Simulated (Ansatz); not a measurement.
# The perfect (4,0) C nanotube

What gap, if any, does the (4,0) C nanotube have, and how does it change under strain?

Main program and level: Ansatz 0.2.0; DFT PBE, plane waves, PAW; relaxation of a wire's period, in the first sound run; inputs show where later runs differ.

Most raw output is cut from this account.

**1. Starting point**

The cell holds 16 atoms: 16 C. Cell: a = 9.932 Å, b = 9.932 Å, c = 4.260 Å, α = 90.0°, β = 90.0°, γ = 90.0°. Vacuum lies along a and b. The structure's axis is c.

**2. The relaxed wire**

Band widths follow the bond lengths, so the wire is relaxed first. The atoms and the third cell vector are free; the box across stays fixed as vacuum. A Fermi-Dirac smearing is set since the result may be a metal. The pressure printed is a third of the stress's trace over the whole box, vacuum included; only the stress along the axis is relaxed.

input.yaml reads:

```yaml
crystal:
  lattice:
    - [9.932, 0.0, 0.0]
    - [0.0, 9.932, 0.0]
    - [0.0, 0.0, 4.26]
  atoms:
    - { symbol: C, position: [0.342327829, 0.499977252, 0.0] }
    - { symbol: C, position: [0.499977252, 0.657626674, 0.0] }
    - { symbol: C, position: [0.499977252, 0.342327829, 0.0] }
    - { symbol: C, position: [0.657626674, 0.499977252, 0.0] }
    - { symbol: C, position: [0.342327829, 0.499977252, 0.333333333] }
    - { symbol: C, position: [0.499977252, 0.657626674, 0.333333333] }
    - { symbol: C, position: [0.499977252, 0.342327829, 0.333333333] }
    - { symbol: C, position: [0.657626674, 0.499977252, 0.333333333] }
    - { symbol: C, position: [0.388502276, 0.611452227, 0.5] }
    - { symbol: C, position: [0.388502276, 0.388502276, 0.5] }
    - { symbol: C, position: [0.611452227, 0.611452227, 0.5] }
    - { symbol: C, position: [0.611452227, 0.388502276, 0.5] }
    - { symbol: C, position: [0.388502276, 0.611452227, 0.833333333] }
    - { symbol: C, position: [0.388502276, 0.388502276, 0.833333333] }
    - { symbol: C, position: [0.611452227, 0.611452227, 0.833333333] }
    - { symbol: C, position: [0.611452227, 0.388502276, 0.833333333] }
kpoints:
  mp_grid: { grid: [1, 1, 19] }
scf:
  occupations: { method: fermi_dirac, width: 0.05 }
hamiltonian:
  xc: pbe
relax:
  cell: { fix: [a, b, alpha, beta, gamma] }
  max_steps: 45
  f_tol: 0.03
```

The run is started by

```sh
$ ansatz run input.yaml --threads 4 --pin off --max-ram 16384MiB --backend cpu --events-out ev --progress --plain --runs-dir out
```

Run time: 24 s. Hardware: 4 threads of Arm Neoverse V1, shared host; peak memory 0.88 GiB.

Step by step:

```csv
step,energy less that of the first step (eV),largest force component (eV/Å),pressure (GPa),volume (Å³)
1,0.0000,2.3600,8.73,420.23
2,-1.7029,1.4922,3.20,419.47
3,-2.3287,0.2345,0.39,412.63
4,-2.3571,0.0946,-0.05,415.83
5,-2.3577,0.0188,-0.05,415.95
6,-2.3578,0.0030,-0.01,415.88
7*,-2.3532,0.0028,-0.02,415.88
```

Relaxation steps marked * repeat the geometry before them on a plane-wave basis chosen anew for their cell, so energy and pressure can jump there.

The run keeps the 16 symmetry operations that it works with, so distortions that break them were not tested.

```csv
cell as run,before,after,change
c (Å),4.260,4.216,-1.0 %
```

The atoms that moved most (Å, along periodic axes as changes of fractional coordinates times the final cell, across vacuum about the mean position):

```csv
atom,dx,dy,dz,length
C11,0.085,0.085,0.009,0.121
C15,0.085,0.085,-0.009,0.121
C9,-0.085,0.085,0.009,0.121
C12,0.085,-0.085,0.009,0.121
C13,-0.085,0.085,-0.009,0.121
C16,0.085,-0.085,-0.009,0.121
C10,-0.085,-0.085,0.009,0.121
C14,-0.085,-0.085,-0.009,0.121
```

Final coordinates:

```cif
data_structure
_symmetry_space_group_name_H-M 'P 1'
_symmetry_Int_Tables_number 1
_cell_length_a 9.9320
_cell_length_b 9.9320
_cell_length_c 4.2160
_cell_angle_alpha 90.000
_cell_angle_beta 90.000
_cell_angle_gamma 90.000
_cell_volume 415.88
loop_
_atom_site_label
_atom_site_type_symbol
_atom_site_fract_x
_atom_site_fract_y
_atom_site_fract_z
_atom_site_occupancy
C1 C 0.33019 0.49998 0.00207 1
C2 C 0.49998 0.66977 0.00207 1
C3 C 0.49998 0.33019 0.00207 1
C4 C 0.66977 0.49998 0.00207 1
C5 C 0.33019 0.49998 0.33126 1
C6 C 0.49998 0.66977 0.33126 1
C7 C 0.49998 0.33019 0.33126 1
C8 C 0.66977 0.49998 0.33126 1
C9 C 0.37990 0.62005 0.50211 1
C10 C 0.37990 0.37990 0.50211 1
C11 C 0.62005 0.62005 0.50211 1
C12 C 0.62005 0.37990 0.50211 1
C13 C 0.37990 0.62005 0.83123 1
C14 C 0.37990 0.37990 0.83123 1
C15 C 0.62005 0.62005 0.83123 1
C16 C 0.62005 0.37990 0.83123 1
```

Numbers from this step:

```yaml
energy_at_zero_smearing: -4003.1246 eV
cell_length_along_the_wire: 4.216 Å
```

The cell's length comes to 4.216 Å with spin left out.

**3. Bands of the perfect wire**

This step: DFT PBE, plane waves, PAW; bands of a perfect wire (Ansatz 0.2.0).

At the relaxed period the bands are computed along the axis; those that cross an energy going forward count the channels that a perfect wire would open there.

input.yaml reads:

```yaml
crystal:
  lattice:
    - [9.932, 0.0, 0.0]
    - [0.0, 9.932, 0.0]
    - [0.0, 0.0, 4.2159859096]
  atoms:
    - { symbol: C, position: [0.33018532, 0.499977252, 0.002069777] }
    - { symbol: C, position: [0.499977252, 0.669769184, 0.002069777] }
    - { symbol: C, position: [0.499977252, 0.33018532, 0.002069777] }
    - { symbol: C, position: [0.669769184, 0.499977252, 0.002069777] }
    - { symbol: C, position: [0.33018532, 0.499977252, 0.331263556] }
    - { symbol: C, position: [0.499977252, 0.669769184, 0.331263556] }
    - { symbol: C, position: [0.499977252, 0.33018532, 0.331263556] }
    - { symbol: C, position: [0.669769184, 0.499977252, 0.331263556] }
    - { symbol: C, position: [0.379902052, 0.620052451, 0.502106988] }
    - { symbol: C, position: [0.379902052, 0.379902052, 0.502106988] }
    - { symbol: C, position: [0.620052451, 0.620052451, 0.502106988] }
    - { symbol: C, position: [0.620052451, 0.379902052, 0.502106988] }
    - { symbol: C, position: [0.379902052, 0.620052451, 0.831226346] }
    - { symbol: C, position: [0.379902052, 0.379902052, 0.831226346] }
    - { symbol: C, position: [0.620052451, 0.620052451, 0.831226346] }
    - { symbol: C, position: [0.620052451, 0.379902052, 0.831226346] }
kpoints:
  mp_grid: { grid: [1, 1, 19] }
  band_path: { path: ["Γ", Z], npoints: 90 }
scf:
  occupations: { method: fermi_dirac, width: 0.05 }
hamiltonian:
  xc: pbe
output:
  dos: { e_range: [-5, 4] }
  write_potential: true
  write_density: true
  volumetric_format: npy
```

Wall time 24 s (4 threads); peak memory 1.2 GiB; 94 s of CPU time.

This step gave:

- band gap: 0 eV

Electronic bands along the path, in eV, zero at the Fermi level:

```csv
point,band 29,band 30,band 31,band 32,band 33,band 34,band 35,band 36
Γ,-1.18,-0.72,-0.71,0.64,0.64,0.93,0.93,4.46
halfway,-1.11,-1.11,-0.53,-0.52,0.27,2.47,2.47,3.58
Z,-2.67,-2.67,-0.31,-0.30,1.85,1.86,3.52,3.57
```

Between Γ and Z the bands cross the Fermi level 3 times, so a perfect wire would conduct at least 3 G₀, with spin left out.

**4. At a strained period, period over the relaxed period 0.96, k-mesh 1×1×15**

This step: DFT PBE, plane waves, PAW; relaxation at a fixed period (Ansatz 0.2.0).

The period is set to 0.96 times the relaxed one and the atoms relax within it: strain changes bond lengths and angles, which shifts the bands against each other. Against the first PBE run of this kind, the mesh along the wire has 15 points against 19.

The cell differs from the one that the last finished run ended in (c 4.216 → 4.047 Å).

Edit input.yaml of step 3 so:

```diff
@@ -4,3 +4,3 @@
     - [0.0, 9.932, 0.0]
-    - [0.0, 0.0, 4.2159859096]
+    - [0.0, 0.0, 4.0473464732]
   atoms:
@@ -23,3 +23,3 @@
 kpoints:
-  mp_grid: { grid: [1, 1, 19] }
+  mp_grid: { grid: [1, 1, 15] }
   band_path: { path: ["Γ", Z], npoints: 90 }
@@ -29,6 +29,6 @@
   xc: pbe
+relax:
+  max_steps: 40
+  f_tol: 0.02
 output:
-  dos: { e_range: [-5, 4] }
-  write_potential: true
-  write_density: true
-  volumetric_format: npy
+  stress: true
```

It took 25 s on 4 threads; peak memory 1.2 GiB; 99 s of CPU time.

Step by step:

```csv
step,energy less that of the first step (eV),largest force component (eV/Å)
1,0.0000,1.4006
2,-0.1392,0.5557
3,-0.1608,0.0116
4,-0.1608,0.0117
```

The run keeps the 16 symmetry operations that it works with, so distortions that break them were not tested.

The atoms that moved most (Å):

```csv
atom,dx,dy,dz,length
C11,0.012,0.012,-0.012,0.021
C15,0.012,0.012,0.012,0.021
C9,-0.012,0.012,-0.012,0.021
C12,0.012,-0.012,-0.012,0.021
C13,-0.012,0.012,0.012,0.021
C16,0.012,-0.012,0.012,0.021
C10,-0.012,-0.012,-0.012,0.021
C14,-0.012,-0.012,0.012,0.021
```

The relaxed structure:

```
C
1.0
     9.93200    0.00000    0.00000
     0.00000    9.93200    0.00000
     0.00000    0.00000    4.04735
C
16
Direct
  0.32845 0.49998 0.99922
  0.49998 0.67151 0.99922
  0.49998 0.32845 0.99922
  0.67151 0.49998 0.99922
  0.32845 0.49998 0.33412
  0.49998 0.67151 0.33412
  0.49998 0.32845 0.33412
  0.67151 0.49998 0.33412
  0.37867 0.62128 0.49925
  0.37867 0.37867 0.49925
  0.62128 0.62128 0.49925
  0.62128 0.37867 0.49925
  0.37867 0.62128 0.83409
  0.37867 0.37867 0.83409
  0.62128 0.62128 0.83409
  0.62128 0.37867 0.83409
```

This step gave:

```
energy at zero smearing : -4002.4535 eV
```

The electronic bands at the labelled points (eV, zero at the Fermi level):

```csv
point,band 29,band 30,band 31,band 32,band 33,band 34,band 35,band 36
Γ,-1.00,-0.98,-0.77,0.45,0.45,1.25,1.25,4.56
halfway,-1.08,-1.08,-0.76,-0.75,0.25,2.44,2.44,3.74
Z,-2.68,-2.68,-0.48,-0.47,1.81,1.82,3.53,3.58
```

Bands cross the Fermi level, as under PBE at the relaxed period.

**5. At a strained period, period over the relaxed period 0.98, k-mesh 1×1×15**

The period is set to 0.98 times the relaxed one and the atoms relax within it: strain changes bond lengths and angles, which shifts the bands against each other. Against the first PBE run of this kind, the mesh along the wire has 15 points against 19.

The cell differs from the one that the last finished run ended in (c 4.047 → 4.132 Å).

Edit input.yaml of step 4 so:

```diff
@@ -4,3 +4,3 @@
     - [0.0, 9.932, 0.0]
-    - [0.0, 0.0, 4.0473464732]
+    - [0.0, 0.0, 4.1316661914]
   atoms:
```

It took 26 s on 4 threads; peak memory 1.3 GiB; 100 s of CPU time.

The steps of the relaxation:

```csv
step,energy less that of the first step (eV),largest force component (eV/Å)
1,0.0000,0.6116
2,-0.0295,0.2490
3,-0.0341,0.0050
4,-0.0341,0.0049
```

Forces are held to the 16 operations that the run works with; a distortion that breaks them can't arise in this run.

Final coordinates:

```cif
data_structure
_symmetry_space_group_name_H-M 'P 1'
_symmetry_Int_Tables_number 1
_cell_length_a 9.9320
_cell_length_b 9.9320
_cell_length_c 4.1317
_cell_angle_alpha 90.000
_cell_angle_beta 90.000
_cell_angle_gamma 90.000
_cell_volume 407.57
loop_
_atom_site_label
_atom_site_type_symbol
_atom_site_fract_x
_atom_site_fract_y
_atom_site_fract_z
_atom_site_occupancy
C1 C 0.32937 0.49998 0.00073 1
C2 C 0.49998 0.67059 0.00073 1
C3 C 0.49998 0.32937 0.00073 1
C4 C 0.67059 0.49998 0.00073 1
C5 C 0.32937 0.49998 0.33260 1
C6 C 0.49998 0.67059 0.33260 1
C7 C 0.49998 0.32937 0.33260 1
C8 C 0.67059 0.49998 0.33260 1
C9 C 0.37932 0.62063 0.50077 1
C10 C 0.37932 0.37932 0.50077 1
C11 C 0.62063 0.62063 0.50077 1
C12 C 0.62063 0.37932 0.50077 1
C13 C 0.37932 0.62063 0.83256 1
C14 C 0.37932 0.37932 0.83256 1
C15 C 0.62063 0.62063 0.83256 1
C16 C 0.62063 0.37932 0.83256 1
```

Bands cross the Fermi level, as under PBE at the relaxed period.

**6. Strain along the wire, period over the relaxed period 1.02, k-mesh 1×1×14**

The period is set to 1.02 times the relaxed one and the atoms relax within it: strain changes bond lengths and angles, which shifts the bands against each other. Against the first PBE run of this kind, the mesh along the wire has 14 points against 19.

The cell differs from the one that the last finished run ended in (c 4.132 → 4.300 Å).

Edit input.yaml of step 5 so:

```diff
@@ -4,3 +4,3 @@
     - [0.0, 9.932, 0.0]
-    - [0.0, 0.0, 4.1316661914]
+    - [0.0, 0.0, 4.3003056278]
   atoms:
@@ -23,3 +23,3 @@
 kpoints:
-  mp_grid: { grid: [1, 1, 15] }
+  mp_grid: { grid: [1, 1, 14] }
   band_path: { path: ["Γ", Z], npoints: 90 }
```

The job ended after 27 s (4 threads; peak memory 1.3 GiB).

The steps of the relaxation:

```csv
step,energy less that of the first step (eV),largest force component (eV/Å)
1,0.0000,0.4264
2,-0.0198,0.1835
3,-0.0226,0.0142
4,-0.0226,0.0141
```

The run keeps the 16 symmetry operations that it works with, so distortions that break them were not tested.

The relaxed structure:

```xyz
16
Lattice="9.9320 0.0000 0.0000 0.0000 9.9320 0.0000 0.0000 0.0000 4.3003" Properties=species:S:1:pos:R:3
C     3.2871    4.9658    0.0136
C     4.9658    6.6445    0.0136
C     4.9658    3.2871    0.0136
C     6.6445    4.9658    0.0136
C     3.2871    4.9658    1.4199
C     4.9658    6.6445    1.4199
C     4.9658    3.2871    1.4199
C     6.6445    4.9658    1.4199
C     3.7786    6.1529    2.1639
C     3.7786    3.7786    2.1639
C     6.1529    6.1529    2.1639
C     6.1529    3.7786    2.1639
C     3.7786    6.1529    3.5698
C     3.7786    3.7786    3.5698
C     6.1529    6.1529    3.5698
C     6.1529    3.7786    3.5698
```

The electronic bands at the labelled points (eV, zero at the Fermi level):

```csv
point,band 29,band 30,band 31,band 32,band 33,band 34,band 35,band 36
Γ,-1.39,-0.62,-0.60,0.70,0.70,0.75,0.75,4.31
halfway,-1.15,-1.15,-0.44,-0.43,0.23,2.45,2.45,3.47
Z,-2.67,-2.67,-0.24,-0.23,1.83,1.83,3.47,3.52
```

Bands cross the Fermi level, as under PBE at the relaxed period.

**7. Strain along the wire, period over the relaxed period 1.04, k-mesh 1×1×14**

The period is set to 1.04 times the relaxed one and the atoms relax within it: strain changes bond lengths and angles, which shifts the bands against each other. Against the first PBE run of this kind, the mesh along the wire has 14 points against 19.

The cell differs from the one that the last finished run ended in (c 4.300 → 4.385 Å).

Edit input.yaml of step 6 so:

```diff
@@ -4,3 +4,3 @@
     - [0.0, 9.932, 0.0]
-    - [0.0, 0.0, 4.3003056278]
+    - [0.0, 0.0, 4.3846253459]
   atoms:
```

It took 29 s on 4 threads; peak memory 1.3 GiB.

Step by step:

```csv
step,energy less that of the first step (eV),largest force component (eV/Å)
1,0.0000,0.6934
2,-0.0650,0.2992
3,-0.0731,0.0510
4,-0.0736,0.0007
```

Forces are held to the 16 operations that the run works with; a distortion that breaks them can't arise in this run.

The atoms that moved most (Å):

```csv
atom,dx,dy,dz,length
C14,0.010,0.010,-0.009,0.017
C10,0.010,0.010,0.009,0.017
C13,0.010,-0.010,-0.009,0.017
C16,-0.010,0.010,-0.009,0.017
C9,0.010,-0.010,0.009,0.017
C12,-0.010,0.010,0.009,0.017
C15,-0.010,-0.010,-0.009,0.017
C11,-0.010,-0.010,0.009,0.017
```

The relaxed structure:

```xyz
16
Lattice="9.9320 0.0000 0.0000 0.0000 9.9320 0.0000 0.0000 0.0000 4.3846" Properties=species:S:1:pos:R:3
C     3.2934    4.9658    0.0179
C     4.9658    6.6381    0.0179
C     4.9658    3.2934    0.0179
C     6.6381    4.9658    0.0179
C     3.2934    4.9658    1.4436
C     4.9658    6.6381    1.4436
C     4.9658    3.2934    1.4436
C     6.6381    4.9658    1.4436
C     3.7832    6.1483    2.2104
C     3.7832    3.7832    2.2104
C     6.1483    6.1483    2.2104
C     6.1483    3.7832    2.2104
C     3.7832    6.1483    3.6358
C     3.7832    3.7832    3.6358
C     6.1483    6.1483    3.6358
C     6.1483    3.7832    3.6358
```

The electronic bands at the labelled points (eV, zero at the Fermi level):

```csv
point,band 29,band 30,band 31,band 32,band 33,band 34,band 35,band 36
Γ,-1.55,-0.48,-0.47,0.61,0.61,0.78,0.78,4.19
halfway,-1.15,-1.15,-0.33,-0.31,0.21,2.45,2.45,3.40
Z,-2.63,-2.63,-0.14,-0.13,1.82,1.83,3.44,3.49
```

Bands cross the Fermi level, as under PBE at the relaxed period.

**8. Strain along the wire, period over the relaxed period 1.06, k-mesh 1×1×14**

The period is set to 1.06 times the relaxed one and the atoms relax within it: strain changes bond lengths and angles, which shifts the bands against each other. Against the first PBE run of this kind, the mesh along the wire has 14 points against 19.

The cell differs from the one that the last finished run ended in (c 4.385 → 4.469 Å).

Edit input.yaml of step 7 so:

```diff
@@ -4,3 +4,3 @@
     - [0.0, 9.932, 0.0]
-    - [0.0, 0.0, 4.3846253459]
+    - [0.0, 0.0, 4.4689450641]
   atoms:
```

It took 30 s on 4 threads; peak memory 1.3 GiB.

Bands cross the Fermi level, as under PBE at the relaxed period.

**9. Side by side**

Times are for 4 threads of Arm Neoverse V1, shared host. The series side by side:

```csv
no.,period over the relaxed period,k-mesh,free energy less the lowest (eV),pressure (GPa),time,memory (GiB)
1,0.96,1×1×15,0.5233,4.498,25 s,1.2
2,0.98,1×1×15,0.006032,2.165,26 s,1.3
3,1.02,1×1×14,0,-2.030,27 s,1.3
4,1.04,1×1×14,0.4662,-3.916,29 s,1.3
5,1.06,1×1×14,1.203,-5.507,30 s,1.3
```

**10. Results**

| Item | Value |
| --- | --- |
| cell length, PBE | 4.216 Å |
| gap, period scaled by 0.96 | none |
| gap, period scaled by 0.98 | none |
| gap, period scaled by 1.02 | none |
| gap, period scaled by 1.04 | none |
| gap, period scaled by 1.06 | none |
| ballistic conductance by band crossings, a lower bound, PBE | 3 G₀ |

Under PBE the cell's length is 4.22 Å, and the bands cross the Fermi level 3 times between Γ and Z, which gives a perfect wire at least 3 G₀ (opposite crossings within one step of the path cancel in such a count).

[Logs are printed without paths, hosts, clocks, repeated set-up lines and the standing remarks that a program may print on its own settings, such as how far it seeks lower states.]

[Hosts, paths, dates, database ids (printed as entryN), source tags and the programs' standing remarks are cut or masked in the printed files.]
